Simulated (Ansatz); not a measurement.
**Moving the functional in WSi2**

```
W Si
1.0
     4.61685    0.00000    0.00000
    -2.30843    3.99831    0.00000
     0.00000    0.00000    6.65322
W Si
3 6
Direct
  0.50000 0.00000 0.50000
  0.50000 0.50000 0.83333
  0.00000 0.50000 0.16667
  0.32725 0.16363 0.16667
  0.83637 0.16363 0.83333
  0.16363 0.32725 0.50000
  0.67275 0.83637 0.16667
  0.16363 0.83637 0.83333
  0.83637 0.67275 0.50000
```

Measurements of this composition are mostly on another form, of space group No. 139.

Kept alike: task band structure; k mesh 7 × 7 × 4; occupations fermi-dirac, width 0.05 eV; no spin polarisation. Program: Ansatz, Ansatz PAW. Cutoffs run from 420 to 500 eV. The mesh is that of the run's cell of 9 atoms. No spin-orbit coupling.

```csv
functional,pressure (GPa)
LDA,-9.24
PBEsol,-5.62
r2SCAN,-5.15
```

Pressure is positive in compression, with a Pulay correction for the finite cutoff. All rows use potentials made for PBE.

**Question.** What does the functional change here?

**Answer.** The pressure runs from -9.24 (LDA) to -5.15 GPa (r2SCAN). A positive pressure means that the functional's own cell is larger than the one given, a negative one that it is smaller.
